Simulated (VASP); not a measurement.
BaTiO3:

```
Ba Ti O
1.0
     3.96658    0.00000    0.00000
     0.00000    3.96658    0.00000
     0.00000    0.00000    4.06565
Ba Ti O
1 1 3
Direct
  0.50000 0.50000 0.58219
  0.00000 0.00000 0.09861
  0.00000 0.50000 0.06385
  0.50000 0.00000 0.06385
  0.00000 0.00000 0.55150
```

The cell is a database's computed one.

Base run:

| Quantity | Value |
| --- | --- |
| Program | VASP 6.6.1 |
| Functional | PBEsol |
| Potentials or basis | VASP PAW PBE potentials, release 64 (Ba_sv, Ti_sv, O) |
| Cutoff | 520 eV |
| k mesh | 8 × 8 × 8 |
| Occupations | gaussian, width 0.02 eV |
| Spin | no spin polarisation |

Its results: band gap on the k mesh 1.76 eV, indirect (least direct gap 2.19 eV).

Question: The run is repeated on the same cell with these changes: functional from PBEsol to r2SCAN; further incar settings from ALGO = Fast; EDIFF = 1e-06 to ALGO = Normal; EDIFF = 1e-06. What comes out?

Answer: Band gap on the k mesh 2.21 eV, indirect (least direct gap 2.64 eV).

Caveats: spin-orbit coupling is left out, which moves the levels of the heavy elements.
